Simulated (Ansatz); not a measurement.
## A strain series on CuI (Cmcm): isotropic on every length

CuI (Cmcm) from a database of computed structures, relaxed with r2SCAN+rVV10 in the plane-wave code Ansatz, then strained (isotropic on every length; changes of length per length, axes as in the cell below) with the atoms relaxed again within the symmetry that is left. It is orthorhombic, Cmcm (No. 63); a = 7.007 Å, b = 7.186 Å, c = 4.322 Å in the conventional setting, 27.21 Å³ an atom. Cu is surrounded by 2 Cu at 2.47 Å and 3 I at 2.57–2.60 Å; I is surrounded by 3 Cu at 2.57–2.60 Å. Spin-unpolarised throughout; all numbers are computed.

```xyz
4
Lattice="3.5037 -3.5932 0.0000 3.5037 3.5932 0.0000 0.0000 0.0000 4.3220" Properties=species:S:1:pos:R:3 pbc="T T T"
Cu    3.5037    0.5979    3.2415
Cu    3.5037   -0.5979    1.0805
I     3.5037   -1.9974    3.2415
I     3.5037    1.9974    1.0805
```

Gaps are the least over each mesh (PBE 6×6×6, r2SCAN 6×6×6 when unstrained) and the special points, which keep their unstrained names.

```csv
strain (%),"gap, PBE (eV)","gap, r2SCAN (eV)","edges, r2SCAN"
-4.21,0.783,1.208,Γ
-2.05,0.866,1.285,Γ
-0.42,0.931,1.342,Γ
0.0,0.948,1.358,Γ
```

Spin-orbit coupling is left out, which matters wherever the heavy atoms make up the band edges.
